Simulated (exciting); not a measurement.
Here is an exciting (release sodium) calculation.

The input input.xml:

```xml
<input>
  <title>LiCl</title>
  <structure speciespath="./" tshift="false">
    <crystal scale="1">
      <basevect>0.000000000000 4.846712872656 4.846712872656</basevect>
      <basevect>4.846712872656 0.000000000000 4.846712872656</basevect>
      <basevect>4.846712872656 4.846712872656 0.000000000000</basevect>
    </crystal>
    <species speciesfile="Cl.xml" rmt="1.9">
      <atom coord="0.500000000000 0.500000000000 0.500000000000"/>
    </species>
    <species speciesfile="Li.xml" rmt="1.7">
      <atom coord="0.000000000000 0.000000000000 0.000000000000"/>
    </species>
  </structure>
  <groundstate do="fromscratch" ngridk="9 9 9" rgkmax="7" gmaxvr="14" lmaxapw="10" lmaxmat="10" lmaxvr="8" xctype="GGA_PBE" stype="Fermi Dirac" swidth="0.00183747" nempty="10" ValenceRelativity="zora" epsengy="1e-05" epspot="1e-05" maxscl="60" tforce="true" outputlevel="normal"/>
</input>
```

Potentials or basis: all-electron LAPW+lo, shipped species files, valence relativity zora.

The run is started by

```console
$ OMP_NUM_THREADS=1 exciting_smp
```

Question: Estimate the band gap on the k mesh.

Answer: 6.34 eV, direct.

Caveat: an odd mesh through Γ misses points on the zone boundary, where band edges often lie. As with any semilocal functional, this PBE gap is likely too small.
